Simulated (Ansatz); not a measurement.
# Equation of state of Cr

```cif
data_structure
_symmetry_space_group_name_H-M 'Im-3m'
_symmetry_Int_Tables_number 229
_cell_length_a 2.8839
_cell_length_b 2.8839
_cell_length_c 2.8839
_cell_angle_alpha 90.000
_cell_angle_beta 90.000
_cell_angle_gamma 90.000
_cell_volume 23.99
loop_
_atom_site_label
_atom_site_type_symbol
_atom_site_symmetry_multiplicity
_atom_site_Wyckoff_symbol
_atom_site_fract_x
_atom_site_fract_y
_atom_site_fract_z
_atom_site_occupancy
Cr1 Cr 2 a 0.00000 0.00000 0.00000 1
```

The runs use the primitive cell with vectors (-1.442, 1.442, 1.442), (1.442, -1.442, 1.442), (1.442, 1.442, -1.442) Å, to which the k mesh refers.

The cell comes from COD entry 5000220, which wasn't checked; take it as a given geometry.

Methods: DFT, PBE, all-electron LAPW, scalar-relativistic (Ansatz 0.2.0); DFT, PBE, PAW with Ansatz's default frozen-core files, scalar-relativistic (Ansatz 0.2.0).

For LAPW: a Γ-centred 16×16×16 k mesh, Fermi–Dirac smearing of 0.03 eV, basis error target 0.5 meV/atom, spin-polarised from start moments Cr 3 μB (the moments died away, and the run ended non-magnetic). PAW takes a cutoff of 420 eV at this cell. The Ansatz runs share mesh, smearing and spin set-up. Plane-wave (PAW) pressures include the program's estimate of the Pulay term.

The cell above is scaled evenly, with fractional coordinates and shape held.

```tsv
V/V(cell)	V (Å³/atom)	P, LAPW (GPa)	P, PAW (GPa)	free energy over the lowest listed, PAW (meV/atom)
0.9405	11.279	6.44	6.56	5.1
0.9700	11.633	-1.88	-1.75	0.0
1.0000	11.993	-9.06	-8.94	12.2
1.0300	12.352	-15.15	-15.04	39.4
1.0600	12.712	?	?	?
```

Problem. Fill in the row V/V(cell) = 1.0600.

Solution. P, LAPW (GPa) = -20.29, P, PAW (GPa) = -20.19, free energy over the lowest listed, PAW (meV/atom) = 79.1.

Problem. What do Birch–Murnaghan fits to the pressures give?

Solution. LAPW: V0 = 11.55 Å³/atom, B0 = 260 GPa, B0′ = 4.3; PAW: V0 = 11.55 Å³/atom, B0 = 260 GPa, B0′ = 4.3.

PAW's V0 lies 0.05 % from the all-electron value and its B0 -0.1 %. Symmetry fixes shape and coordinates here, so this is the relaxed modulus.
